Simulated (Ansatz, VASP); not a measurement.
One calculation of Si, two programs

```xyz
2
Lattice="0.0000 2.7168 2.7168 2.7168 0.0000 2.7168 2.7168 2.7168 0.0000" Properties=species:S:1:pos:R:3 pbc="T T T"
Si    0.0000    0.0000    0.0000
Si    1.3584    1.3584    1.3584
```

Alike in both runs: task single point; functional PBEsol; k mesh 12 × 12 × 12; occupations gaussian, width 0.02 eV; no spin polarisation.

```csv
,VASP,Ansatz
version,VASP 6.6.1,Ansatz 0.2.0
potentials or method,"VASP PAW PBE potentials, release 64 (Si)","scalar-relativistic, plane waves, PAW"
plane-wave cutoff (eV),520,420
valence electrons in the cell,8,8
```

|  | VASP | Ansatz | Ansatz less VASP |
| --- | --- | --- | --- |
| gap on the k mesh at the Fermi level (eV) | 0.46 | 0.46 | +0.005 |
| least direct gap on the mesh (eV) | 2.52 | 2.52 | +0.002 |
| pressure (GPa) | 0.1 | 0.0 | -0.11 |

Caveats: the PAW data sets were made with another functional, which shifts forces and pressure a little (VASP). A k mesh can miss the band edges. As with any semilocal functional, this PBEsol gap is likely too small.
